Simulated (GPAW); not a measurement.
## Energy mapping worked by hand: free-standing square Ru monolayer, spacing 2.603 A

Can a spin model with one coupling foretell the energy of a further order of free-standing square Ru monolayer, spacing 2.603 A?

Calculated with GPAW 26.7.0; PBE; plane waves with GPAW's PAW setups, scalar-relativistic.

## 1. Starting point

The cell holds 1 atom: 1 Ru. Cell: a = 2.603 Å, b = 2.603 Å, c = 14.000 Å, α = 90.0°, β = 90.0°, γ = 90.0°. model lattice. Vacuum lies along c.

## 2. The parallel order

All energies count from this run.

Input file order1.py:

```python
import json
import numpy as np
from ase import Atoms
from ase.parallel import paropen, parprint
from gpaw import GPAW

atoms = Atoms(['Ru'],
    cell=[[2.603, 0.0, 0.0],
         [0.0, 2.603, 0.0],
         [0.0, 0.0, 14.0]],
    scaled_positions=[[0.0, 0.0, 0.5]],
    pbc=True,
    magmoms=[1.5])
atoms.calc = GPAW(mode={'name': 'pw', 'ecut': 550},
    xc='PBE',
    kpts={'size': (10, 10, 1), 'gamma': True},
    occupations={'name': 'fermi-dirac', 'width': 0.05},
    convergence={'density': 1e-05, 'energy': 1e-05},
    maxiter=200,
    symmetry={'tolerance': 1e-4},
    txt='order1.txt')
e = atoms.get_potential_energy(force_consistent=True)
res = {'free_energy': e, 'energy_sigma0': atoms.get_potential_energy(), 'fermi_energy': atoms.calc.get_fermi_level()}
res['moments'] = atoms.get_magnetic_moments().tolist()
res['total'] = atoms.get_magnetic_moment()
parprint('site moments (muB):', np.round(res['moments'], 3))
parprint(f"total moment: {res['total']:.3f} muB")
parprint(f'free energy: {e:.6f} eV')
atoms.calc.write('order1.gpw')
n = atoms.calc.get_pseudo_density()
up, down = (atoms.calc.get_pseudo_density(spin=i) for i in (0, 1))
np.savez('grids.npz', density=n, spin=up - down)
with paropen('results.json', 'w') as f:
    json.dump(res, f)
```

On the command line:

```bash
$ OMP_NUM_THREADS=1 python3 order1.py > order1.log
```

What it wrote:

```text
site moments (muB): [0.482]
total moment: 0.564 muB
free energy: -6.769900 eV

--- order1.txt ---
Input parameters:
  mode=PW(ecut=550),
  convergence={'density': 1e-05, 'energy': 1e-05},
  kpts=MonkhorstPack(size=(10, 10, 1), gamma=True),
  maxiter=200,
  occupations=Occupations(name='fermi-dirac', width=0.05),
  symmetry=Symmetry(tolerance=0.0001),
  xc=XC(name='PBE')

Diagonalizing LCAO Hamiltonian
[...]
|          3 |       -44.874 |     1.000 |       -44.567 |     1.000 |
|          4 |        -7.349 |     1.000 |        -7.202 |     1.000 |
[...]
|          9 |        -1.264 |     0.000 |        -1.049 |     0.000 |
|         10 |        -1.181 |     0.000 |        -0.911 |     0.000 |
|         11 |         2.346 |     0.000 |         2.383 |     0.000 |
|         12 |         3.339 |     0.000 |         3.354 |     0.000 |

No gap
No difference between direct/indirect transitions


[key lines of the parts left out:]
Free energy:      -6.769900
Converged in 14 steps
dipole moment: (-9.010011, -9.010011, 0.000001)  # |e|*Ang
Fermi level: -2.614
```

It took 14 s on 1 MPI rank of Intel Xeon 6975P-C (Granite Rapids), shared host; peak memory 0.2 GiB.

Spin moment in the augmentation sphere by atom:

```csv
atom,spin moment in the augmentation sphere (μB)
Ru1,0.482
```

This step gave:

```
magnetization : 0.5641 μB
final state   : ferromagnetic
```

After 14 cycles the largest moment stands at 0.482 μB.

## 3. The orders used for the fit

The other orders were run with the same settings, on meshes that hold the same points. Free energies (smearing 0.05 eV, its entropy term included) are divided by the number of Ru atoms; q is in fractions of the reciprocal vectors of the first run's cell.

| order | atoms | mesh | free energy (eV) | eV per Ru | largest moment (μB) |
| --- | --- | --- | --- | --- | --- |
| F + | 1 | 10×10×1 | -6.7699 | -6.7699 | 0.48 |
| AF q=(0,1/2,0) +- | 2 | 10×5×1 | -13.5276 | -6.7638 | 0.46 |

## 4. Counting neighbours

With E = −Σ J e_i·e_j over ordered pairs of unit vectors, turning a neighbour from parallel to opposed costs 2J a Ru atom. So an order lies 2 Σ n J over the parallel one, n being the opposed neighbours in each shell.

```
shell  distance (Å)  neighbours  opposed in AF q=(0,1/2,0) +-  opposed in AF q=(1/2,1/2,0) +-
   J1          2.60           4                             2                               4
   J2          3.68           4                             4                               0
```

Only J1 is kept.

## 5. Solving

```
2 × 2 × J1 = +6.08 meV    (AF q=(0,1/2,0) +-)
J1 = +1.52 meV
```

## 6. The test

The couplings now give the orders that were left out:

```
2 × 4 × (+1.52) = +12.16 meV    (AF q=(1/2,1/2,0) +-)
```

The runs themselves:

```
              order  atoms    mesh  free energy (eV)  eV per Ru  largest moment (μB)  over the parallel order (meV)  foretold (meV)
AF q=(1/2,1/2,0) +-      2  5×10×1          -13.5324    -6.7662                 0.41                          +3.71          +12.16
```

## 7. One more shell

The miss asks for the next shell, which takes one more order into the fit and leaves none for a test.

```
2 × 2 × J1 + 2 × 4 × J2 = +6.08 meV    (AF q=(0,1/2,0) +-)
2 × 4 × J1 = +3.71 meV    (AF q=(1/2,1/2,0) +-)
J1 = +0.46 meV
J2 = +0.53 meV
```

## 8. Results

```json
{"J1 (Ru–Ru at 2.60 Å)": "1.52 meV", "largest miss on the orders left out": "8.4 meV", "J1 with 2 shells": "0.46 meV", "J2 with 2 shells": "0.53 meV"}
```

The model misses the order left out by 8.4 meV, 139 % of the span of the orders, so it fails: these couplings alone don't describe the crystal. With the next shell added the couplings are J1 = +0.46 and J2 = +0.53 meV, untested. The first dropped shell that the test feels is J2 at 3.68 Å. The site moments spread by 15 % over the orders, so moments are not rigid and part of the miss lies outside a spin model. In a metal couplings reach far, and the mesh was not tested. The couplings are effective ones: further shells with opposed neighbours are folded into them or show in the miss. No mean-field temperature is given: it needs a model that holds, an unfrustrated order and couplings in all three dimensions.

[Logs and program files are shortened in this print: banners, set-up blocks, solver, clock and traceback lines can be left out without a mark of their own.]

[Logs are printed without paths, hosts, clocks, repeated set-up lines and the standing remarks that a program may print on its own settings, such as how far it seeks lower states.]

[Hosts, paths, dates, database ids (printed as entryN), source tags and the programs' standing remarks are cut or masked in the printed files.]

[Where a cell is said to come from a database of computed structures, the database is the Materials Project.]
